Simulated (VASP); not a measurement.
Input of a VASP 6.6.1 run:

File INCAR:

```
PREC = Accurate ; ENCUT = 600
EDIFF = 1E-7 ; ISMEAR = 0
SIGMA = 0.02 ; LREAL = F
LASPH = T ; NELM = 100
ALGO = Normal ; ISIF = 3
LWAVE = F ; LCHARG = F
GGA = PE ; IBRION = 2
NSW = 90 ; EDIFFG = -0.005
```

KPOINTS

```
regular mesh
0
Gamma
  9 9 6
```

The input POSCAR:

```
PtSe2
1.0
    3.7173065500      0.0000000000      0.0000000000
   -1.8586532700      3.2192819000      0.0000000000
    0.0000000000      0.0000000000      5.8200740200
Pt Se
1 2
Direct
    0.0000000000      0.0000000000      0.0000000000
    0.6666666700      0.3333333300      0.7746118400
    0.3333333300      0.6666666700      0.2253881600
```

Potentials or basis: VASP PAW PBE potentials, release 64 (Pt, Se).

Command:

```console
$ cat potpaw_PBE.64/Pt/POTCAR potpaw_PBE.64/Se/POTCAR > POTCAR
$ mpirun -np 1 vasp_std > vasp.out
```

(1) What does it give for the band gap on the k mesh?

(2) What does it give for the relaxed cell?

(3) What does it give for the space group after relaxing (to 0.05 Å)?

## Answers

(1) 0.85 eV, indirect (least direct gap 1.04 eV).

(2) a = 3.752 Å, b = 3.752 Å, c = 6.414 Å, α = 90.00°, β = 90.00°, γ = 120.00°.

(3) P-3m1 (No. 164).

Caveat: spin-orbit coupling is left out, which moves the levels of the heavy elements; an odd mesh through Γ misses points on the zone boundary, where band edges often lie.
